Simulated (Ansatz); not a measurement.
Bulk crystal (Tl) after relaxation:

```
CELL_PARAMETERS angstrom
3.61243 0.00000 0.00000
-1.80621 3.12846 0.00000
0.00000 0.00000 5.56527
ATOMIC_POSITIONS crystal
Tl 0.33333 0.66667 0.75000
Tl 0.66667 0.33333 0.25000
```

Miller indices refer to the conventional cell of P6_3/mmc (No. 194), a = 3.612 Å, b = 3.612 Å, c = 5.565 Å, α = 90.00°, β = 90.00°, γ = 120.00°.

Consider the (100) slab of 8 planes, 10.4 Å thick with 15 Å of vacuum as cut; outer planes Tl (top) and Tl (bottom), all atoms relaxed.

All numbers below come from Ansatz 0.2.0, DFT PBE, scalar-relativistic, plane waves, PAW. Settings: cutoff 420 eV, Γ-centred mesh 10×6×1 on the computed 8-atom cell, Gaussian smearing of 0.10 eV; no spin polarisation. The cell repeats along c with a dipole correction in the vacuum.

Read from the bulk's Fermi level, the relaxed top face's work function is 3.72 eV: the slab is thin for this quantity. The slab's inner planes relax by over 3 % too, so it holds no bulk-like region.

**Question.** Predict the surface energy (mean of both faces).

**Answer.** 0.25 J/m².

**Question.** Estimate the work function.

**Answer.** 3.51 eV.

**Question.** The top two planes lie 1.043 Å apart in the bulk. How does relaxation change this?

**Answer.** The spacing becomes 0.858 Å (-17.7 %).

Spin-orbit coupling is left out, which matters for the bands of heavy elements.

γ = (E_slab − N·E_bulk)/2A = 0.626 eV / (2 × 20.10 Å²) = 15.6 meV/Å² = 0.25 J/m², with N = 8 atoms. The cut crosses 6 bonds a cell (neighbours within 10 % of the shortest distances), so each costs 0.10 eV on this count. The top spacing shrinks by 17.7 %, as is usual at a metal's surface, where atoms that lost neighbours bind closer to those left; the next one widens by 2.3 %, so the relaxation alternates in sign.

The low surface energy, 0.25 J/m², fits thallium's weak metallic bonding: the relativistically contracted 6s pair takes little part, leaving mainly the single 6p electron to bind the crystal. It nevertheless lies well below estimates from the surface tension of the liquid metal, probably because PBE tends to underestimate metal surface energies. The 0.10 eV per broken bond is an average cost, not a transferable pair energy, since metallic cohesion isn't additive in bonds.

The 17.7 % contraction looks dramatic partly because this prismatic face ends in a closely spaced pair of planes, so a modest displacement makes a large percentage. The inward shift is consistent with electron density smoothing over the corrugated surface and pulling the outermost atoms inward.

The gap between the work functions of 3.51 and 3.72 eV suggests that the slab's Fermi level hasn't converged to that of the bulk, so neither value settles the work function of a thick crystal. With only one orientation computed, nothing follows about which facets dominate the equilibrium crystal shape.
